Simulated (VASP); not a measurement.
PtSe2 (Sudovikovite): equation of state with PBE+D3(BJ)

Crystal: PtSe2 (Sudovikovite).

```
Pt Se
1.0
     3.77405    0.00000    0.00000
    -1.88703    3.26843    0.00000
     0.00000    0.00000    4.79331
Pt Se
1 2
Direct
  0.00000 0.00000 0.00000
  0.66667 0.33333 0.73311
  0.33333 0.66667 0.26689
```

| Quantity | Value |
| --- | --- |
| Program | VASP 6.6.1 |
| Task | equation of state |
| Functional | PBE |
| Dispersion | D3(BJ) |
| Potentials or basis | VASP PAW PBE potentials, release 64 (Pt, Se) |
| Cutoff | 520 eV |
| k mesh | 8 × 8 × 4 |
| Occupations | fermi-dirac, width 0.05 eV |
| Spin | no spin polarisation |

| Item | Value |
| --- | --- |
| Equilibrium volume | 19.71 Å³/atom |
| Bulk modulus at fixed shape and positions | 129 GPa |
| Pressure derivative of the bulk modulus | 4.9 (rough: it moves with the points fitted) |

Energy against volume, from the lowest point:
```
volume (Å³/atom)  energy (meV/atom)
          18.920              13.71
          19.315               3.29
          19.709               0.00
          20.103               3.05
          20.497              11.72
```

All runs of the series together: 2.9 min on 1 thread of Intel(R) Xeon(R) Platinum 8259CL CPU @ 2.50GHz (Skylake/Cascade Lake), with other jobs on the host.

Caveat: the cell was scaled at fixed shape and fractional positions, which overstates the stiffness of a crystal with free parameters, most of all of layers and chains. Spin-orbit coupling is left out, which matters for the levels of Pt.
